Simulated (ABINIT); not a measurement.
Crystal: BaTiO3.

```
Ba Ti O
1.0
     3.99980    0.00000    0.00000
     0.00000    3.99980    0.00000
     0.00000    0.00000    4.01800
Ba Ti O
1 1 3
Cartesian
  0.0000 0.0000 0.0000
  1.9999 1.9999 1.9688
  0.0000 1.9999 2.0773
  1.9999 0.0000 2.0773
  1.9999 1.9999 0.0763
```

Base run:

* Program: ABINIT 10.8.3 (patched build)
* Functional: PBE
* Potentials or basis: PseudoDojo NC SR PBE v0.4.1 standard
* Cutoff: 1034 eV
* k mesh: 5 × 5 × 5
* Occupations: fermi-dirac, width 0.05 eV
* Spin: no spin polarisation

Its results: band gap on the k mesh 1.98 eV, indirect (least direct gap 2.10 eV); largest force 0.326 eV/Å.

Question: The run is repeated on the same cell with these changes: functional from PBE to LDA; potentials or basis from PseudoDojo NC SR PBE v0.4.1 standard to PseudoDojo NC SR LDA v0.4.1 standard. What comes out?

Answer: Band gap on the k mesh 1.90 eV, indirect (least direct gap 2.02 eV); largest force 0.427 eV/Å.

Caveats: this release of the barium file is off; spin-orbit coupling is left out, which moves the levels of the heavy elements; an odd mesh through Γ misses points on the zone boundary, where band edges often lie.
